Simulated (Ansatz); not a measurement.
The system is InPd.

```
CELL_PARAMETERS angstrom
3.27188 0.00000 0.00000
0.00000 3.27188 0.00000
0.00000 0.00000 3.27188
ATOMIC_POSITIONS crystal
In 0.00000 0.00000 0.00000
Pd 0.50000 0.50000 0.50000
```

The cell comes from a database or a generator and needn't be the stable form of this composition.

Program: Ansatz 0.2.0. Alike in all runs: potentials or basis Ansatz PAW; no spin polarisation; cell as given; k mesh 4 × 4 × 4; smearing fermi-dirac 0.05 eV; the mesh is coarse, so values aren't converged.

Problem. Order these runs on this cell by their pressure, lowest first.
A. level HSEsol; cutoff (eV) 420; points for each segment of the path 4
B. level HF; cutoff (eV) 420
C. level r2SCAN0; cutoff (eV) 500
D. level HSE03; cutoff (eV) 420; points for each segment of the path 4

Solution. A (-5.1 GPa), C (-3.4 GPa), D (-0.1 GPa), B (7.5 GPa).

Caveats: all runs use coarse meshes; the PAW data sets come from PBE, with cores solved anew for the run's functional, which leaves a small shift of forces and pressure; the thresholds are loose for stress.
